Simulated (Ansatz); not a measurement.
# KI: the cost of one run

Program: Ansatz 0.2.0. Level of theory: DFT PBE, scalar-relativistic, plane waves, PAW. These are calculated values, not measurements.

1 further run of the same task is left out (it didn't finish).

## (1) The system as given

The structure is orthorhombic, space group Cmmm (No. 65). Conventional cell: a = 8.544 Å, b = 9.704 Å, c = 14.000 Å, α = 90.00°, β = 90.00°, γ = 90.00°. K (site symmetry mmm) has 2 I at 4.27 Å as nearest neighbours. Around I (site symmetry mmm) lie 2 K at 4.27 Å.

Structure file:

```xyz
2
Lattice="6.4645 0.0000 0.0000 -0.8186 6.4125 0.0000 0.0000 0.0000 14.0000" Properties=species:S:1:pos:R:3 pbc="T T F"
K     0.0000    0.0000    7.0000
I     2.8230    3.2062    7.0000
```

Recipe of the guess: random sheet by layer group and Wyckoff sites. Lengths come from tabulated atomic sizes and are only a guess.

It is a sheet, periodic along a and b, with vacuum along c; volumes and pressures of the box carry no meaning, and space groups named for it are those of the box.

## (2) The guess as it stands, on a coarse mesh

Contents of input.yaml:

```yaml
crystal:
  lattice:
    - [6.464488, 0.0, 0.0]
    - [-0.818586, 6.412451, 0.0]
    - [0.0, 0.0, 14.0]
  atoms:
    - { symbol: K, position: [0.0, 0.0, 0.5] }
    - { symbol: I, position: [0.5, 0.5, 0.5] }
  periodic: [true, true, false]
basis:
  ecutwfc: 420
kpoints:
  mp_grid: { grid: [4, 4, 1] }
hamiltonian:
  xc: pbe
scf:
  occupations: { method: gaussian, width: 0.1 }
  lower_state_search: "off"
output:
  forces: true
  stress: true
  eigenvalues: true
```

Command:

```
$ ansatz run input.yaml --threads 1 --pin off --max-ram 2048MiB --backend cpu --events-out ev --progress --plain --runs-dir out
```

Q: Estimate wall time and peak memory on 1 thread of Intel Xeon 6975P-C (Granite Rapids), shared host.

About 5.9 s, with a peak of 0.78 GiB.
